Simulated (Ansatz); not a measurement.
# HfN: the cost of one run

Method: DFT PBEsol, scalar-relativistic, plane waves, PAW, in Ansatz 0.2.0.

2 further runs of the same task are left out: 2 set aside as unsound or not needed. Runs told in other sessions of the task aren't counted.

### 1 The starting structure

The structure is cubic, space group Fm-3m (No. 225). The conventional cell has a = 4.502 Å, b = 4.502 Å, c = 4.502 Å, α = 90.00°, β = 90.00°, γ = 90.00°. Around Hf (site symmetry m-3m) lie 6 N at 2.25 Å. Around N (site symmetry m-3m) lie 6 Hf at 2.25 Å.

Structure file:

```cif
data_structure
_symmetry_space_group_name_H-M 'Fm-3m'
_symmetry_Int_Tables_number 225
_cell_length_a 4.5017
_cell_length_b 4.5017
_cell_length_c 4.5017
_cell_angle_alpha 90.000
_cell_angle_beta 90.000
_cell_angle_gamma 90.000
_cell_volume 91.23
loop_
_atom_site_label
_atom_site_type_symbol
_atom_site_symmetry_multiplicity
_atom_site_Wyckoff_symbol
_atom_site_fract_x
_atom_site_fract_y
_atom_site_fract_z
_atom_site_occupancy
Hf1 Hf 4 a 0.00000 0.00000 0.00000 1
N1 N 4 b 0.50000 0.00000 0.00000 1
```

This cell was relaxed beforehand with the same method: volume 11.40 Å³/atom, gap on the mesh none (metal).

### 2 Building the stripe of 1.5 rows

A (001) slab of 3 planes in a 3×1 cell, the lower planes held; added atoms sit on lattice sites of the next plane. Energies count from bulk atoms, -7990.1208 eV an atom, and the flat slab, -287630.9113 eV.

The cell holds 21 Hf, 21 N: a = 13.505 Å, b = 4.502 Å, c = 18.753 Å, α = 90.00°, β = 90.00°, γ = 90.00°.

### 3 The relaxation run

input.yaml

```yaml
crystal:
  lattice:
    - [13.5052255889, 0.0, 0.0]
    - [0.0, 4.501741863, 0.0]
    - [0.0, 0.0, 18.7526127945]
  atoms:
    - { symbol: Hf, position: [0.0, 0.0, 0.0799888536] }
    - { symbol: "N", position: [0.1666666667, 0.0, 0.0799888536] }
    - { symbol: Hf, position: [0.0, 0.5, 0.2000185773] }
    - { symbol: "N", position: [0.1666666667, 0.5, 0.2000185773] }
    - { symbol: Hf, position: [0.1666666667, 0.0, 0.2000185773] }
    - { symbol: "N", position: [0.0, 0.0, 0.2000185773] }
    - { symbol: Hf, position: [0.1666666667, 0.5, 0.0799888536] }
    - { symbol: "N", position: [0.0, 0.5, 0.0799888536] }
    - { symbol: Hf, position: [0.3333333333, 0.0, 0.0799888536] }
    - { symbol: "N", position: [0.5, 0.0, 0.0799888536] }
    - { symbol: Hf, position: [0.3333333333, 0.5, 0.2000185773] }
    - { symbol: "N", position: [0.5, 0.5, 0.2000185773] }
    - { symbol: Hf, position: [0.5, 0.0, 0.2000185773] }
    - { symbol: "N", position: [0.3333333333, 0.0, 0.2000185773] }
    - { symbol: Hf, position: [0.5, 0.5, 0.0799888536] }
    - { symbol: "N", position: [0.3333333333, 0.5, 0.0799888536] }
    - { symbol: Hf, position: [0.6666666667, 0.0, 0.0799888536] }
    - { symbol: "N", position: [0.8333333333, 0.0, 0.0799888536] }
    - { symbol: Hf, position: [0.6666666667, 0.5, 0.2000185773] }
    - { symbol: "N", position: [0.8333333333, 0.5, 0.2000185773] }
    - { symbol: Hf, position: [0.8333333333, 0.0, 0.2000185773] }
    - { symbol: "N", position: [0.6666666667, 0.0, 0.2000185773] }
    - { symbol: Hf, position: [0.8333333333, 0.5, 0.0799888536] }
    - { symbol: "N", position: [0.6666666667, 0.5, 0.0799888536] }
    - { symbol: Hf, position: [0.0, 0.0, 0.3200483009] }
    - { symbol: "N", position: [0.1666666667, 0.0, 0.3200483009] }
    - { symbol: Hf, position: [0.1666666667, 0.5, 0.3200483009] }
    - { symbol: "N", position: [0.0, 0.5, 0.3200483009] }
    - { symbol: Hf, position: [0.3333333333, 0.0, 0.3200483009] }
    - { symbol: "N", position: [0.5, 0.0, 0.3200483009] }
    - { symbol: Hf, position: [0.5, 0.5, 0.3200483009] }
    - { symbol: "N", position: [0.3333333333, 0.5, 0.3200483009] }
    - { symbol: Hf, position: [0.6666666667, 0.0, 0.3200483009] }
    - { symbol: "N", position: [0.8333333333, 0.0, 0.3200483009] }
    - { symbol: Hf, position: [0.8333333333, 0.5, 0.3200483009] }
    - { symbol: "N", position: [0.6666666667, 0.5, 0.3200483009] }
    - { symbol: Hf, position: [0.0, 0.5, 0.4400780246] }
    - { symbol: "N", position: [0.1666666667, 0.5, 0.4400780246] }
    - { symbol: Hf, position: [0.1666666667, 0.0, 0.4400780246] }
    - { symbol: "N", position: [0.0, 0.0, 0.4400780246] }
    - { symbol: Hf, position: [0.3333333333, 0.5, 0.4400780246] }
    - { symbol: "N", position: [0.3333333333, 0.0, 0.4400780246] }
basis:
  ecutwfc: 420
kpoints:
  mp_grid: { grid: [3, 8, 1] }
hamiltonian:
  xc: pbesol
scf:
  occupations: { method: gaussian, width: 0.1 }
output:
  forces: true
  eigenvalues: true
  write_density: true
  write_potential: true
  elf: true
  volumetric_format: npy
relax:
  adjacent_minimum: "off"
  f_tol: 0.02
  max_steps: 45
  constraints: [{ sites: [0, 1, 6, 7, 8, 9, 14, 15, 16, 17, 22, 23] }]
efield:
  axis: 3
  dipole_correction: true
  ramp_width: 0.04
```

On the command line:

```
ansatz run input.yaml --threads 4 --pin off --max-ram 11264MiB --backend cpu --events-out ev --progress --plain --runs-dir out
```

Q: Estimate wall time and peak memory on 4 threads of Intel Xeon 6975P-C (Granite Rapids), shared host.

About 19 min, with a peak of 8.3 GiB.
